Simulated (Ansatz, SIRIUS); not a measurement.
Given: the input of a run of Ansatz 0.2.0 on Ga. Atoms were shifted at random by some hundredths of an Å from the given cell, which wasn't relaxed again for these runs. This isn't the form of Ga at room conditions, which is orthorhombic.

The input input.yaml:

```yaml
crystal:
  lattice:
    - [4.44947, 0.0, 0.0]
    - [-2.22474, 3.85336, 0.0]
    - [0.0, 0.0, 2.7652]
  atoms:
    - { symbol: Ga, position: [0.339631, 0.662689, 0.516717] }
    - { symbol: Ga, position: [0.682356, 0.342656, 0.489565] }
hamiltonian:
  xc: pbe
  pseudopotentials: { kind: paw, azcp: { folder: soft_1 } }
kpoints:
  mp_grid: { grid: [7, 7, 10] }
scf:
  occupations: { method: fermi_dirac, width: 0.05 }
output:
  forces: true
  stress: true
  eigenvalues: true
  write_density: true
  write_potential: true
  elf: true
  volumetric_format: npy
```

Potentials or basis: Ansatz PAW soft_1.

The run is started by

```console
$ ansatz run input.yaml --threads 1 --pin off --max-ram 3584MiB --backend cpu --events-out ev --progress --plain --runs-dir out
```

**Question.** What does the same run look like in SIRIUS 7.10.0? Potentials or basis there: PseudoDojo 0.4.1 PBE standard (scalar relativistic), cutoff 1102 eV.

**Answer.** As run (cutoffs and basis follow the program's own potentials, and thresholds, step limits or extra output files can differ):

sirius.json

```json
{
  "control": {
    "processing_unit": "cpu",
    "verbosity": 2,
    "num_bands_to_print": 21,
    "print_forces": true,
    "print_stress": true
  },
  "parameters": {
    "electronic_structure_method": "pseudopotential",
    "xc_functionals": ["XC_GGA_X_PBE", "XC_GGA_C_PBE"],
    "gk_cutoff": 9.0,
    "pw_cutoff": 18.0,
    "ngridk": [7, 7, 10],
    "shiftk": [0, 0, 0],
    "smearing": "fermi_dirac",
    "smearing_width": 0.0018374661,
    "num_bands": 21,
    "num_mag_dims": 0,
    "num_dft_iter": 100,
    "energy_tol": 1e-08,
    "density_tol": 1e-06
  },
  "iterative_solver": {
    "type": "davidson",
    "min_tolerance": 1e-09,
    "tolerance_scale": [0.1, 0.25]
  },
  "mixer": {
    "type": "anderson",
    "beta": 0.7,
    "max_history": 8
  },
  "settings": {
    "tol_ne": 1e-10,
    "pseudo_grid_cutoff": 6.5
  },
  "unit_cell": {
    "lattice_vectors": [
      [8.408279699739, 0.0, 0.0],
      [-4.2041492985, 7.281795059588, 0.0],
      [0.0, 0.0, 5.225470679815]
    ],
    "atom_coordinate_units": "lattice",
    "atom_types": ["Ga"],
    "atom_files": {
      "Ga": "Ga.json"
    },
    "atoms": {
      "Ga": [
        [0.339631, 0.662689, 0.516717],
        [0.682356, 0.342656, 0.489565]
      ]
    }
  }
}
```

Potentials or basis: PseudoDojo 0.4.1 PBE standard (scalar relativistic).

Command:

```bash
$ upf_to_json Ga.upf
$ OMP_NUM_THREADS=1 sirius.scf --input=sirius.json --output=out.json --task=0
```

Both were run:

|  | Ansatz | SIRIUS |
| --- | --- | --- |
| Pressure | 0.2 GPa | 0.2 GPa |
| Largest force | 0.252 eV/Å | 0.255 eV/Å |

Ansatz's pressure holds a Pulay term of +0.04 GPa for its cutoff of 420 eV, which the other run lacks.

Where Ansatz's input types no cutoff or centring, it takes its own default and a Γ-centred mesh.

Pressure is positive in compression.
